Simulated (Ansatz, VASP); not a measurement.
# Tl in VASP and in Ansatz

```xyz
1
Lattice="-1.9410 1.9410 1.9410 1.9410 -1.9410 1.9410 1.9410 1.9410 -1.9410" Properties=species:S:1:pos:R:3 pbc="T T T"
Tl    0.0000    0.0000    0.0000
```

Alike in both runs: task single point; functional PBE; k mesh 18 × 18 × 18; occupations fermi-dirac, width 0.05 eV; no spin polarisation.

|  | VASP | Ansatz |
| --- | --- | --- |
| version | VASP 6.6.1 | Ansatz 0.2.0 |
| potentials or method | VASP PAW PBE potentials, release 64 (Tl_d), cutoff 520 eV | all-electron LAPW, scalar-relativistic |

```tsv
	VASP	Ansatz	Ansatz less VASP
pressure (GPa)	2.2	2.2	+0.07
```

Ansatz ran all-electron here, so the differences hold the error of VASP's frozen core and of both bases.

The runs have no spin-orbit coupling, so splittings on Tl are missing.
